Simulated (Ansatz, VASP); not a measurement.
# Two plane-wave programs on MgS

```
Mg S
1.0
     0.00159    0.00020    4.08179
     6.88097   -0.00091    0.00270
    -0.00104    6.87279    0.00016
Mg S
4 4
Direct
  0.00088 0.67347 0.67318
  0.50101 0.82661 0.17328
  0.99920 0.32656 0.32684
  0.49888 0.17332 0.82674
  0.50076 0.81292 0.81198
  0.00107 0.68716 0.31204
  0.49927 0.18716 0.18796
  0.99892 0.31280 0.68798
```

Change from the starting cell: cell x1, atoms moved at random (sigma 0.05 Å) and cell strained at random (1.5 %), then relaxed without symmetry.

Alike in both runs: functional PBE; k mesh 4 × 2 × 2; occupations gaussian, width 0.1 eV; no spin polarisation.

Ansatz relaxed the structure, and its values are those at the end. VASP's run is a single point on that final structure, the one shown.

|  | VASP | Ansatz |
| --- | --- | --- |
| version | VASP 6.6.1 | Ansatz 0.2.0 |
| potentials or method | VASP PAW PBE potentials, release 64 (Mg, S) | scalar-relativistic, plane waves, PAW |
| plane-wave cutoff (eV) | 520 | 420 |
| valence electrons in the cell | 32 | 64 |

```tsv
	VASP	Ansatz	Ansatz less VASP
gap on the k mesh at the Fermi level (eV)	3.35	3.35	+0.006
least direct gap on the mesh (eV)	3.35	3.35	+0.006
pressure (GPa)	-0.1	0.0	+0.14
rms of the force components (eV/Å)	0.008	0.009	+0.0011
```

The two sets of potentials don't hold the same shells in valence.

Caveats: the k mesh is coarse (spacing up to 0.46 Å⁻¹), so the values aren't converged.
